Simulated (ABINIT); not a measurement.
A calculation with ABINIT 10.8.3 (patched build) of Ag (ASE script, structure from a POSCAR):

run.py

```python
import json, os
import numpy as np
from ase.units import GPa
from ase.calculators.abinit import Abinit, AbinitProfile
from ase.io import read

atoms = read('POSCAR')

profile = AbinitProfile(command='abinit', pp_paths=[os.path.abspath('pseudos')])
params = dict(
    pps='pawxml', xc='PBE',
    ecut=462.5936,
    pawecutdg=925.1871,
    kptopt=1,
    ngkpt=[10, 10, 6],
    nshiftk=1,
    shiftk=[0.0, 0.0, 0.0],
    ixc=11,
    nband=15,
    occopt=3,
    tsmear=0.05,
    nstep=100,
    tolvrs=1e-09,
    prtwf=0,
    prtden=0,
)

atoms.calc = Abinit(profile=profile, directory='run', **params)
energy = atoms.get_potential_energy()
forces = atoms.get_forces()
stress = atoms.get_stress()
print(f'energy {energy:.6f} eV')
print('forces (eV/A)')
print(np.round(forces, 5))
print('stress (GPa, Voigt, tension positive)', np.round(stress / GPa, 4))
json.dump(dict(energy=energy, forces=forces.tolist(), stress=stress.tolist(), cell=atoms.cell.tolist(), frac=atoms.get_scaled_positions(wrap=False).tolist()), open('results.json', 'w'))
```

Contents of POSCAR:

```
Ag
1.0
    2.9300000000      0.0000000000      0.0000000000
   -1.4650000000      2.5374544331      0.0000000000
    0.0000000000      0.0000000000      4.7900000000
Ag
2
Direct
    0.6666666667      0.3333333333      0.7500000000
    0.3333333333      0.6666666667      0.2500000000
```

Potentials or basis: JTH PAW PBE v2.0.

Run with:

```console
$ python run.py
```

This isn't the form of Ag at room conditions, which is fcc.

Write the same calculation in another form: native input, structure from a POSCAR.

As run:

The input run.abi:

```
# Pseudopotentials
pp_dirpath "./"
pseudos "Ag.GGA_PBE-JTH.xml"

# Structure
structure "poscar:POSCAR"
natom 2

# Plane-wave basis
ecut 17.0
pawecutdg 34.0

# k points
kptopt 1
ngkpt 10 10 6
nshiftk 1
shiftk 0.0 0.0 0.0

# Exchange and correlation
ixc 11

# Bands and occupations
nband 15
occopt 3
tsmear 0.05 eV

# SCF cycle
nstep 100
tolvrs 1.0e-9

# Output
iomode 3
prtwf 0
prtden 0
prteig 0
prtebands 0
```

File POSCAR:

```
Ag
1.0
    2.9300000000      0.0000000000      0.0000000000
   -1.4650000000      2.5374544331      0.0000000000
    0.0000000000      0.0000000000      4.7900000000
Ag
2
Direct
    0.6666666667      0.3333333333      0.7500000000  Ag
    0.3333333333      0.6666666667      0.2500000000  Ag
```

Potentials or basis: JTH PAW PBE v2.0.

Launch:

```console
$ abinit run.abi > log 2>&1
```

Both were run:

|  | ASE script, structure from a POSCAR | native input, structure from a POSCAR |
| --- | --- | --- |
| Pressure | 0.7 GPa | 0.7 GPa |
| Band gap on the k mesh | none (metal or under the smearing width) | none (metal or under the smearing width) |
| Valence electrons inside the program's atomic spheres | Ag 9.79 (radii [1.331] Å) | Ag 9.79 (radii [1.331] Å) |

Keys that steer only the numerical path or the files written may differ.
